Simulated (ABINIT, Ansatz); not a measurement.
This is a calculation of Hf for ABINIT 10.8.3 (patched build). This isn't the form of Hf at room conditions, which is hcp.

run.abi

```
pp_dirpath "./"
pseudos "Hf.GGA_PBE-JTH.xml"

structure "poscar:POSCAR"
natom 1

ecut 19.0
pawecutdg 38.0
pawxcdev 0

kptopt 1
ngkpt 9 9 9
nshiftk 1
shiftk 0.0 0.0 0.0

ixc 11

nband 10
occopt 3
tsmear 0.05 eV

nstep 100
tolvrs 1.0e-9

iomode 3
prtwf 0
prtden 0
prteig 0
prtebands 0
```

POSCAR

```
Hf
1.0
    2.9138100000      0.0000000000      0.0000000000
    0.0000000000      2.9138100000      0.0000000000
    0.0000000000      0.0000000000      2.9138100000
Hf
1
Direct
    0.5000000000      0.5000000000      0.5000000000  Hf
```

Potentials or basis: JTH PAW PBE v2.0.

Run with:

```bash
$ abinit run.abi > log 2>&1
```

Problem. Translate it to Ansatz 0.2.0. Potentials or basis there: Ansatz PAW (earlier soft set), cutoff 420 eV.

Solution. As run (cutoffs and basis follow the program's own potentials, and thresholds, step limits or extra output files can differ):

File input.yaml:

```yaml
crystal:
  lattice:
    - [2.91381, 0.0, 0.0]
    - [0.0, 2.91381, 0.0]
    - [0.0, 0.0, 2.91381]
  atoms:
    - { symbol: Hf, position: [0.5, 0.5, 0.5] }
hamiltonian:
  xc: pbe
  pseudopotentials: { kind: paw, azcp: { folder: soft_1 } }
kpoints:
  mp_grid: { grid: [9, 9, 9] }
scf:
  occupations: { method: fermi_dirac, width: 0.05 }
output:
  forces: true
  stress: true
  eigenvalues: true
```

Potentials or basis: Ansatz PAW soft_1.

Run with:

```sh
$ ansatz run input.yaml --threads 1 --pin off --max-ram 3584MiB --backend cpu --events-out ev --progress --plain --runs-dir out
```

Both were run:

|  | ABINIT | Ansatz |
| --- | --- | --- |
| Pressure | 0.1 GPa | 0.1 GPa |

Ansatz's pressure holds a Pulay term of +0.03 GPa for its cutoff of 420 eV, which the other run lacks.

The potentials hold 12 and 26 valence electrons a cell.

Where Ansatz's input types no cutoff or centring, it takes its own default and a Γ-centred mesh.

Pressure is positive in compression.
